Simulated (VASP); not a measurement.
A run of VASP 6.6.1 is set up as follows.

POSCAR

```
C
1.0
    0.0000000000      1.7833700000      1.7833700000
    1.7833700000      0.0000000000      1.7833700000
    1.7833700000      1.7833700000      0.0000000000
C
2
Direct
    0.7500000000      0.7500000000      0.7500000000
    0.5000000000      0.5000000000      0.5000000000
```

File INCAR.step1:

```
  PREC = Accurate
  ENCUT = 520
  EDIFF = 1E-5
  ISMEAR = -1
  SIGMA = 0.05
  LREAL = F
  LASPH = T
  NELM = 80
  ALGO = Normal
  ISIF = 2
  LWAVE = T
  LCHARG = F
  NBANDS = 11
  GGA = PE
```

INCAR.step2

```
  PREC = Accurate
  ENCUT = 520
  EDIFF = 1E-6
  ISMEAR = -1
  SIGMA = 0.05
  LREAL = F
  LASPH = T
  NELM = 80
  ALGO = Normal
  ISIF = 2
  LWAVE = F
  LCHARG = F
  GGA = PE
  LHFCALC = T
  HFSCREEN = 0.2
  PRECFOCK = Fast
  NBANDS = 11
  ISTART = 1
```

The input KPOINTS:

```
Automatic mesh
0
Gamma
  7 7 7
```

The input KPOINTS_OPT:

```
path GXWKGLUWLK,UX
10
line-mode
reciprocal
 0.0000000000  0.0000000000  0.0000000000  G
 0.5000000000  0.0000000000  0.5000000000  X

 0.5000000000  0.0000000000  0.5000000000  X
 0.5000000000  0.2500000000  0.7500000000  W

 0.5000000000  0.2500000000  0.7500000000  W
 0.3750000000  0.3750000000  0.7500000000  K

 0.3750000000  0.3750000000  0.7500000000  K
 0.0000000000  0.0000000000  0.0000000000  G

 0.0000000000  0.0000000000  0.0000000000  G
 0.5000000000  0.5000000000  0.5000000000  L

 0.5000000000  0.5000000000  0.5000000000  L
 0.6250000000  0.2500000000  0.6250000000  U

 0.6250000000  0.2500000000  0.6250000000  U
 0.5000000000  0.2500000000  0.7500000000  W

 0.5000000000  0.2500000000  0.7500000000  W
 0.5000000000  0.5000000000  0.5000000000  L

 0.5000000000  0.5000000000  0.5000000000  L
 0.3750000000  0.3750000000  0.7500000000  K

 0.6250000000  0.2500000000  0.6250000000  U
 0.5000000000  0.0000000000  0.5000000000  X
```

Potentials or basis: VASP PAW PBE potentials, release 64 (C).

The run is started by

```sh
$ cat potpaw_PBE.64/C/POTCAR > POTCAR
$ cp INCAR.step1 INCAR
$ mpirun -np 1 vasp_std > vasp.out
$ cp INCAR.step2 INCAR
$ mpirun -np 1 vasp_std > vasp.out
```

Q: Predict the band gap along the path.

A: 5.31 eV, indirect (least direct gap 6.99 eV).

Q: Predict the pressure.

A: -7.3 GPa.

Levels at the corners of the path, in eV from the valence-band top:
| point | band 1 | band 2 | band 3 | band 4 | band 5 | band 6 | band 7 | band 8 | band 9 |
| --- | --- | --- | --- | --- | --- | --- | --- | --- | --- |
| Γ | -23.54 | 0.00 | 0.00 | 0.00 | 6.99 | 6.99 | 6.99 | 15.29 | 20.87 |
| X | -14.08 | -14.08 | -6.87 | -6.87 | 5.93 | 5.93 | 19.25 | 19.25 | 25.56 |
| X | -14.08 | -14.08 | -6.87 | -6.87 | 5.93 | 5.93 | 19.25 | 19.25 | 25.56 |
| W | -13.24 | -13.24 | -9.04 | -9.04 | 12.18 | 12.18 | 14.27 | 14.27 | 23.58 |
| W | -13.24 | -13.24 | -9.04 | -9.04 | 12.18 | 12.18 | 14.27 | 14.27 | 23.58 |
| K | -14.35 | -12.94 | -10.12 | -5.86 | 6.91 | 12.40 | 16.57 | 17.89 | 20.63 |
| K | -14.35 | -12.94 | -10.12 | -5.86 | 6.91 | 12.40 | 16.57 | 17.89 | 20.63 |
| Γ | -23.54 | 0.00 | 0.00 | 0.00 | 6.99 | 6.99 | 6.99 | 15.29 | 20.87 |
| Γ | -23.54 | 0.00 | 0.00 | 0.00 | 6.99 | 6.99 | 6.99 | 15.29 | 20.87 |
| L | -17.32 | -14.62 | -3.07 | -3.07 | 10.04 | 10.04 | 10.36 | 17.63 | 23.93 |
| L | -17.32 | -14.62 | -3.07 | -3.07 | 10.04 | 10.04 | 10.36 | 17.63 | 23.93 |
| U | -14.35 | -12.94 | -10.12 | -5.86 | 6.91 | 12.40 | 16.57 | 17.89 | 20.63 |
| U | -14.35 | -12.94 | -10.12 | -5.86 | 6.91 | 12.40 | 16.57 | 17.89 | 20.63 |
| W | -13.24 | -13.24 | -9.04 | -9.04 | 12.18 | 12.18 | 14.27 | 14.27 | 23.58 |
| W | -13.24 | -13.24 | -9.04 | -9.04 | 12.18 | 12.18 | 14.27 | 14.27 | 23.58 |
| L | -17.32 | -14.62 | -3.07 | -3.07 | 10.04 | 10.04 | 10.36 | 17.63 | 23.93 |
| L | -17.32 | -14.62 | -3.07 | -3.07 | 10.04 | 10.04 | 10.36 | 17.63 | 23.93 |
| K | -14.35 | -12.94 | -10.12 | -5.86 | 6.91 | 12.40 | 16.57 | 17.89 | 20.63 |
| U | -14.35 | -12.94 | -10.12 | -5.86 | 6.91 | 12.40 | 16.57 | 17.89 | 20.63 |
| X | -14.08 | -14.08 | -6.87 | -6.87 | 5.93 | 5.93 | 19.25 | 19.25 | 25.56 |

Caveat: the k mesh is coarse (spacing up to 0.44 Å⁻¹), so the values aren't converged, least of all with exact exchange; the PAW data sets were made with another functional, which shifts forces and pressure a little; the mesh misses the band edges, which the band path finds closer together.
